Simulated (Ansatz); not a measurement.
# Al3Ru2: the cost of one run

Program: Ansatz 0.2.0. Level of theory: DFT PBE, scalar-relativistic, plane waves, PAW. These are calculated values, not measurements.

### Step 1. The structure to begin with

The structure is hexagonal, space group P6/mmm (No. 191). Conventional cell: a = 4.009 Å, b = 4.009 Å, c = 5.326 Å, α = 90.00°, β = 90.00°, γ = 120.00°. Al (site symmetry mmm) is surrounded by 4 Al at 2.00 Å. Ru (site symmetry -6m2) has 3 Ru at 2.31 Å as nearest neighbours.

Structure file:

```xyz
5
Lattice="4.0092 0.0000 0.0000 -2.0046 3.4720 0.0000 0.0000 0.0000 5.3256" Properties=species:S:1:pos:R:3 pbc="T T T"
Al    2.0046    0.0000    0.0000
Al   -1.0023    1.7360    0.0000
Al    1.0023    1.7360    0.0000
Ru    0.0000    2.3147    2.6628
Ru    2.0046    1.1573    2.6628
```

A structure generator made this guess: random cell by space group and Wyckoff sites (P6/mmm, No. 191). Lengths come from tabulated atomic sizes and are only a guess.

### Step 2. Probe: one point on a coarse mesh

input.yaml reads:

```yaml
crystal:
  lattice:
    - [4.0091653, 0.0, 0.0]
    - [-2.00458265, 3.472039, 0.0]
    - [0.0, 0.0, 5.32557244]
  atoms:
    - { symbol: Al, position: [0.5, 0.0, 0.0] }
    - { symbol: Al, position: [0.0, 0.5, 0.0] }
    - { symbol: Al, position: [0.5, 0.5, 0.0] }
    - { symbol: Ru, position: [0.33333333, 0.66666667, 0.5] }
    - { symbol: Ru, position: [0.66666667, 0.33333333, 0.5] }
basis:
  ecutwfc: 420
kpoints:
  mp_grid: { grid: [6, 6, 4] }
hamiltonian:
  xc: pbe
scf:
  occupations: { method: gaussian, width: 0.1 }
  lower_state_search: "off"
output:
  forces: true
  stress: true
  eigenvalues: true
```

Command:

```console
$ ansatz run input.yaml --threads 1 --pin off --max-ram 2560MiB --backend cpu --events-out ev --progress --plain --runs-dir out
```

**Question.** How long does this run take on 1 thread of Intel Xeon at 2.50GHz (Skylake/Cascade Lake), shared host, and how much memory does it need?

About 6 s, with a peak of 0.35 GiB.
